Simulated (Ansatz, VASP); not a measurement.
# One calculation of MgI2, two programs

INCAR

```
ALGO = Normal
EDIFF = 1E-7
ENCUT = 520
GGA = PS
ISIF = 2
ISMEAR = 0
LASPH = T
LCHARG = F
LREAL = F
LWAVE = F
NBANDS = 15
NELM = 80
PREC = Accurate
SIGMA = 0.05
```

The input KPOINTS:

```
k-points
0
Gamma
  6 6 4
```

Contents of POSCAR:

```
MgI2
1.0
    4.0913946196      0.0000000000      0.0000000000
   -2.0456973098      3.5432516774      0.0000000000
    0.0000000000      0.0000000000      7.0678600000
Mg I
1 2
Direct
    0.0000000000      0.0000000000      0.0000000000
    0.3333333333      0.6666666667      0.7576300000
    0.6666666667      0.3333333333      0.2423700000
```

Input for Ansatz:

```yaml
crystal:
  lattice:
    - [4.0913946196, 0.0, 0.0]
    - [-2.0456973098, 3.5432516774, 0.0]
    - [0.0, 0.0, 7.06786]
  atoms:
    - { symbol: Mg, position: [0.0, 0.0, 0.0] }
    - { symbol: I, position: [0.3333333333, 0.6666666667, 0.75763] }
    - { symbol: I, position: [0.6666666667, 0.3333333333, 0.24237] }
basis:
  ecutwfc: 420
kpoints:
  mp_grid: { grid: [6, 6, 4] }
hamiltonian:
  xc: pbesol
scf:
  occupations: { method: gaussian, width: 0.05 }
output:
  forces: true
  stress: true
  eigenvalues: true
```

Change from the starting cell: strain -0.015 along x and y, +0.030 along z, atoms carried along.

Alike in both runs: task single point; functional PBEsol; k mesh 6 × 6 × 4; occupations gaussian, width 0.05 eV; no spin polarisation.

|  | VASP | Ansatz |
| --- | --- | --- |
| version | VASP 6.6.1 | Ansatz 0.2.0 |
| potentials or method | VASP PAW PBE potentials, release 64 (Mg, I) | scalar-relativistic, plane waves, PAW |
| plane-wave cutoff (eV) | 520 | 420 |
| valence electrons in the cell | 16 | 44 |

```tsv
	VASP	Ansatz	Ansatz less VASP
gap on the k mesh at the Fermi level (eV)	3.43	3.44	+0.011
least direct gap on the mesh (eV)	3.61	3.62	+0.008
pressure (GPa)	-0.1	-0.1	+0.03
largest component of the traceless stress (GPa)	0.65	0.65	+0.004
rms of the force components (eV/Å)	0.075	0.073	-0.0020
```

Atom by atom the forces differ by 0.002 eV/Å (rms over components). With one functional, cell and mesh, what is left measures potentials, basis and numerics. The two sets of potentials don't hold the same shells in valence.

Caveats: the PAW data sets were made with another functional, which shifts forces and pressure a little (VASP); spin-orbit coupling is left out, which moves the levels of the heavy elements; this functional lacks dispersion, which binds the layers, so the pressure and a relaxed spacing across them are unreliable. A k mesh can miss the band edges.
